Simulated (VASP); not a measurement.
Crystal: FeO (Wuestite).

```
CELL_PARAMETERS angstrom
0.00000 2.15540 2.15540
2.15540 0.00000 2.15540
2.15540 2.15540 0.00000
ATOMIC_POSITIONS crystal
Fe 0.00000 0.00000 0.00000
O 0.50000 0.50000 0.50000
```

- Program: VASP 6.6.1
- Task: relaxation of cell and atoms
- Functional: vdW-DF-cx
- Potentials or basis: VASP PAW PBE potentials, release 64 (Fe, O)
- Cutoff: 600 eV
- k mesh: 8 × 8 × 8
- Occupations: fermi-dirac, width 0.05 eV
- Spin: collinear spin, ferromagnetic start
- Starting moments: [3.0, 0.0] μB

At the start: pressure -6.7 GPa; volume 10.01 Å³/atom.

Q: How do energy, volume and symmetry change on relaxing?

A: Over 3 steps the energy falls by 7.6 meV/atom and the volume is 9.66 Å³/atom (-3.5 %); space group Fm-3m (No. 225, to 0.05 Å); moment 4.00 μB per cell.

Step by step:
```tsv
step	energy change (eV)	largest force (eV/Å)	pressure (GPa)	volume (Å³)
1	0.0000	0.0000	-6.67	20.03
2	-0.0073	0.0000	5.25	18.84
3	-0.0153	0.0000	0.00	19.32
```

Final structure:
```cif
data_structure
_symmetry_space_group_name_H-M 'P 1'
_symmetry_Int_Tables_number 1
_cell_length_a 3.0121
_cell_length_b 3.0121
_cell_length_c 3.0121
_cell_angle_alpha 60.000
_cell_angle_beta 60.000
_cell_angle_gamma 60.000
_cell_volume 19.32
loop_
_atom_site_label
_atom_site_type_symbol
_atom_site_fract_x
_atom_site_fract_y
_atom_site_fract_z
_atom_site_occupancy
Fe1 Fe 0.00000 0.00000 0.00000 1
O1 O 0.50000 0.50000 0.50000 1
```

Caveat: the PAW data sets were made with another functional, which shifts forces and pressure a little; a cell with one magnetic atom can't hold antiferromagnetic order, which such compounds often take.
